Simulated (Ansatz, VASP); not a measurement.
Two plane-wave programs on Si

INCAR

```
ALGO     = Normal         # electronic algorithm
EDIFF    = 1E-6           # SCF threshold, eV
EDIFFG   = -0.005         # ionic threshold
ENCUT    = 600            # plane-wave cutoff, eV
IBRION   = 2              # ionic algorithm
ISIF     = 3              # what is computed and relaxed
ISMEAR   = 0              # smearing method
LASPH    = T              # aspherical terms in the spheres
LCHARG   = F              # write CHGCAR
LREAL    = F              # projectors in reciprocal space
LWAVE    = F              # write WAVECAR
NELM     = 100            # most SCF steps
NSW      = 100            # ionic steps
PREC     = Accurate       # precision mode
SIGMA    = 0.02           # smearing width, eV
```

File KPOINTS:

```
k-points
0
Gamma
  12 12 12
```

File POSCAR:

```
Si
1.0
    0.0000000000      2.7009711436      2.7009711436
    2.7009711436      0.0000000000      2.7009711436
    2.7009711436      2.7009711436      0.0000000000
Si
2
Direct
    0.7500000000      0.7500000000      0.7500000000
    0.5000000000      0.5000000000      0.5000000000
```

Input for Ansatz:

```yaml
crystal:
  lattice:
    - [0.0, 2.7009711436, 2.7009711436]
    - [2.7009711436, 0.0, 2.7009711436]
    - [2.7009711436, 2.7009711436, 0.0]
  atoms:
    - { symbol: Si, position: [0.75, 0.75, 0.75] }
    - { symbol: Si, position: [0.5, 0.5, 0.5] }
basis:
  ecutwfc: 420
kpoints:
  mp_grid: { grid: [12, 12, 12] }
hamiltonian:
  xc: lda
scf:
  occupations: { method: gaussian, width: 0.02 }
output:
  forces: true
  stress: true
  eigenvalues: true
relax:
  adjacent_minimum: "off"
  f_tol: 0.005
  max_steps: 80
  cell: { stress_tol: 0.05 }
```

Alike in both runs: task relaxation of cell and atoms; functional LDA; k mesh 12 × 12 × 12; occupations gaussian, width 0.02 eV; no spin polarisation.

|  | VASP | Ansatz |
| --- | --- | --- |
| version | VASP 6.6.1 | Ansatz 0.2.0 |
| potentials or method | VASP PAW LDA potentials, release 64 (Si) | scalar-relativistic, plane waves, PAW |
| plane-wave cutoff (eV) | 600 | 420 |
| valence electrons in the cell | 8 | 8 |

|  | VASP | Ansatz | Ansatz less VASP |
| --- | --- | --- | --- |
| gap on the k mesh at the Fermi level, each at its own relaxed structure (eV) | 0.44 | 0.44 | +0.001 |
| relaxed volume (Å³/atom) | 19.72 | 19.70 | -0.011 |
| relaxed cell length with the largest relative difference (Å) | 3.820 | 3.820 | -0.0007 |
